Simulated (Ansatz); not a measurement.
System: Sb (fcc type), 1 atom in the cell.

```xyz
1
Lattice="0.0000 2.3957 2.3957 2.3957 0.0000 2.3957 2.3957 2.3957 0.0000" Properties=species:S:1:pos:R:3 pbc="T T T"
Sb    0.0000    0.0000    0.0000
```

Code and potentials: Ansatz all-electron LAPW. Settings of the plain PBE run: k-mesh 4×4×4 Γ-centred; Fermi–Dirac smearing of 0.15 eV; no spin polarisation; no spin–orbit coupling.

Plain PBE gives:

| Property | Result |
| --- | --- |
| Pressure | -1.62 GPa |

What changes under PBE with spin–orbit coupling?

The pressure increases by 0.16 GPa to -1.46 GPa.

The k-mesh is coarse, so these values belong to this mesh and can lie far from the converged ones. This cubic structure is a model: it isn't the usual form of the substance at ambient conditions, and such phases are metastable or hypothetical.
